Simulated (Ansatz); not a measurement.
Crystal: Zn.

```
Zn
1.0
    -1.56904    1.56904    1.56904
     1.56904   -1.56904    1.56904
     1.56904    1.56904   -1.56904
Zn
1
Cartesian
  0.0000 0.0000 0.0000
```

This isn't the form of Zn at room conditions, which is hcp.

```yaml
Program: Ansatz 0.2.0
Task: relaxation of cell and atoms
Functional: PBEsol
Potentials_or_basis: all-electron LAPW, scalar-relativistic
Basis_error_allowed: 0.001 eV/atom
k_mesh: 12 × 12 × 12
Occupations: fermi-dirac, width 0.05 eV
Spin: no spin polarisation
```

At the start: volume 15.45 Å³/atom.

Task: How do energy, volume and symmetry change on relaxing?

Result: Over 5 steps the energy falls by 21.0 meV/atom and the volume is 14.27 Å³/atom (-7.7 %); space group Im-3m (No. 229, to 0.05 Å).

Step by step:
| step | energy change (eV) | largest force (eV/Å) | volume (Å³) |
| --- | --- | --- | --- |
| 1 | 0.0000 | 0.0000 | 15.45 |
| 2 | -0.0188 | 0.0000 | 14.62 |
| 3 | -0.0209 | 0.0000 | 14.18 |
| 4 | -0.0210 | 0.0000 | 14.27 |
| 5 | -0.0210 | 0.0000 | 14.27 |

Final structure:
```
Zn
1.0
    -1.52787    1.52787    1.52787
     1.52787   -1.52787    1.52787
     1.52787    1.52787   -1.52787
Zn
1
Cartesian
  0.0000 0.0000 0.0000
```
